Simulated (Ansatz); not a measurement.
## Zone-centre phonons of Si at 3 GPa: input and output

Computed with DFT LDA, scalar-relativistic, plane waves, PAW (Ansatz 0.2.0).

Launched with:
```bash
ansatz run input.yaml --threads 1 --pin off --max-ram 1228MiB --backend cpu --events-out ev --progress --plain --runs-dir out
```

Input (bare energies are in eV):
```yaml
crystal:
  lattice:
    - [3.7643892684, 0.0, 0.0]
    - [-1.8821946342, 3.2600567362, 0.0]
    - [0.0, 0.0, 6.2317830282]
  atoms:
    - { symbol: Si, position: [0.3333333333, 0.6666666667, 0.0631691182] }
    - { symbol: Si, position: [0.6666666667, 0.3333333333, 0.5631691182] }
    - { symbol: Si, position: [0.3333333333, 0.6666666667, 0.4368308818] }
    - { symbol: Si, position: [0.6666666667, 0.3333333333, 0.9368308818] }
basis:
  ecutwfc: 420
kpoints:
  mp_grid: { grid: [12, 12, 6] }
hamiltonian:
  xc: lda
scf:
  occupations: { method: gaussian, width: 0.01 }
output:
  eigenvalues: true
phonons:
  method: dfpt
  eigenvectors: true
```

Results section of the output:
```
--- Phonons (Γ-DFPT): 2 representative perturbations + reference, on 242 of 864 k-points (Σ response iterations 12) ---
  k mesh reduced under 2 symmetry operations, with k and −k counted as one. Each operation leaves every solved perturbation unchanged. A smaller set is not used because it would not reduce the number of displacements ...
  ASR residual: 7.658e-6 → 0.000e0 eV/Å²; symmetrization residual: 1.069e-7 eV/Å²
  ASR residual per site (eV/Å²): 7.66e-6 7.66e-6 7.66e-6 7.66e-6
  Γ frequencies (cm⁻¹): 0.00 0.00 0.00 87.53 87.53 376.51 434.67 509.72 509.72 522.11 522.11 523.03
  non-analytic LO–TO correction: not included (Born effective charges unavailable; polar crystals: no LO–TO splitting at Γ)
```

Time: 2.3 min on 1 thread of Arm Neoverse N1 (shared host), peak memory 0.91 GiB.

This form isn't the element's structure at ambient conditions.